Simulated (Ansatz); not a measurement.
EuO under changes of volume

One of the cells (17.013 Å³/atom); the others are scaled copies at fixed shape and fractional positions:

```
Eu O
1.0
     0.00000    2.57195    2.57195
     2.57195    0.00000    2.57195
     2.57195    2.57195    0.00000
Eu O
1 1
Direct
  0.00000 0.00000 0.00000
  0.50000 0.50000 0.50000
```

| Item | Value |
| --- | --- |
| Program | Ansatz 0.2.0 |
| Functional | HSE06 |
| Potentials or basis | Ansatz PAW |
| Cutoff | 420 eV (not typed: the program's choice for these potentials) |
| k mesh | 6 × 6 × 6 |
| Occupations | fermi-dirac, width 0.05 eV |
| Spin | collinear spin, ferromagnetic start |
| Starting moments | [7.0, 0.0] μB |

```csv
volume (Å³/atom),energy over the lowest point (meV/atom),pressure (GPa),gap on the mesh (eV)
15.992,11.88,4.9,none
16.333,3.86,2.7,none
16.673,0.00,0.8,0.16
17.013,0.13,-1.1,0.29
17.354,?,?,?
17.694,11.54,-4.2,0.51
18.034,21.86,-5.6,0.61
```

Problem. What does the run at 17.354 Å³/atom give?

Solution. Energy over the lowest point 4.14 meV/atom; pressure -2.7 GPa; gap on the mesh 0.40 eV.

Worked out: A Birch-Murnaghan fit of order 3 (a polynomial in V^(-2/3)) to the other rows has its minimum at 16.82 Å³/atom with B0 = V·E''(V) = 90 GPa and B' = 2.9. It gives 4.14 meV/atom at 17.354 Å³/atom, against the run's 4.14, and -dE/dV = -2.7 GPa, against -2.7.

Energies are extrapolated to zero smearing.

Caveats: the magnetic or orbital state may not be the lowest; spin-orbit coupling is left out, which moves the levels of the heavy elements; a cell with one magnetic atom can't hold antiferromagnetic order, which such compounds often take; the PAW data sets come from PBE, with cores solved anew for the run's functional, which leaves a small shift of forces and pressure; the thresholds are loose for stress.

A mesh can miss the band edges.

A gap of «none» marks a metal or a gap under the smearing width.
